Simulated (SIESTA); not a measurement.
The system is La.

```
La
1.0
     3.75000    0.00000    0.00000
    -1.87500    3.24760    0.00000
     0.00000    0.00000    6.07000
La
2
Direct
  0.66667 0.33333 0.75000
  0.33333 0.66667 0.25000
```

This isn't the form of La at room conditions, which is double hcp.

Base run:

| Quantity | Value |
| --- | --- |
| Program | SIESTA 5.4.2 |
| Functional | PBEsol |
| Potentials or basis | PseudoDojo 0.4 standard (PBEsol files) |
| Basis | SZ (energy shift 0.003 Ry; radii capped at 9.5 bohr) |
| Grid cutoff | 800 Ry |
| Energy shift | 0.003 Ry |
| k mesh | 8 × 8 × 5 |
| Occupations | fermi-dirac, width 0.05 eV |
| Spin | no spin polarisation |

Its results: band gap on the k mesh none (metal or under the smearing width); pressure -1.2 GPa.

Q: The run is repeated on the same cell with these changes: basis from SZ (energy shift 0.003 Ry; radii capped at 9.5 bohr) to TZDP (energy shift 0.003 Ry; two zetas on semicore shells). What comes out?

A: Band gap on the k mesh none (metal or under the smearing width); pressure 0.7 GPa.

Caveats: spin-orbit coupling is left out, which moves the levels of the heavy elements; the basis of atomic orbitals isn't converged, which shifts pressures, moduli and gaps; the basis has no polarisation orbitals (some runs).
